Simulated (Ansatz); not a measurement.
# Fe: the cost of one run

Program: Ansatz 0.2.0. Level of theory: DFT PBE, scalar-relativistic, plane waves, PAW. These are calculated values, not measurements.

6 further runs of the same task are left out: 6 set aside as unsound or not needed.

**1. The starting structure**

Symmetry: P6_3/mmc, No. 194, hexagonal system. The conventional cell has a = 3.209 Å, b = 3.209 Å, c = 5.143 Å, α = 90.00°, β = 90.00°, γ = 120.00°. Mg (site symmetry -6m2) has 12 Mg at 3.17 to 3.21 Å as nearest neighbours.

As a file:

```cif
data_structure
_symmetry_space_group_name_H-M 'P 1'
_symmetry_Int_Tables_number 1
_cell_length_a 3.2094
_cell_length_b 3.2094
_cell_length_c 5.1434
_cell_angle_alpha 90.000
_cell_angle_beta 90.000
_cell_angle_gamma 120.000
_cell_volume 45.88
loop_
_atom_site_label
_atom_site_type_symbol
_atom_site_fract_x
_atom_site_fract_y
_atom_site_fract_z
_atom_site_occupancy
Mg1 Mg 0.33333 0.66667 0.25000 1
Mg2 Mg 0.66667 0.33333 0.75000 1
```

It goes back to an entry of the Materials Project.

It is the result of an earlier relaxation at this level (volume 22.94 Å³/atom; gap on the mesh: none (metal)).

**2. Mg → Sr: Sr**

Sr comes from an earlier run at this level (2 atoms, E(σ→0) -7088.4355 eV, gap none (metal)).

**3. Swap Mg → Fe**

The start of Fe: fractional positions of relaxed Mg, cell scaled by 0.956, a guess from tabulated radii. Atoms that may carry a moment start with parallel spins.

**4. Probe: one point at the start (Fe)**

Contents of input.yaml:

```yaml
crystal:
  lattice:
    - [3.0694366583, 0.0, 0.0]
    - [-1.5347183291, 2.6582101214, 0.0]
    - [0.0, 0.0, 4.9190747096]
  atoms:
    - { symbol: Fe, position: [0.3333333333, 0.6666666667, 0.25], spin: 4.0 }
    - { symbol: Fe, position: [0.6666666667, 0.3333333333, 0.75], spin: 4.0 }
basis:
  ecutwfc: 420
kpoints:
  mp_grid: { grid: [6, 6, 4] }
hamiltonian:
  xc: pbe
scf:
  occupations: { method: gaussian, width: 0.1 }
  lower_state_search: "off"
output:
  forces: true
  stress: true
  eigenvalues: true
  populations: true
magnetization:
  spin_polarized: true
```

Launch:

```sh
> ansatz run input.yaml --threads 1 --pin off --max-ram 1331MiB --backend cpu --events-out ev --progress --plain --runs-dir out
```

What time and memory should one allow on 1 thread of an Arm CPU, shared host?

About 6.7 s, with a peak of 0.29 GiB.
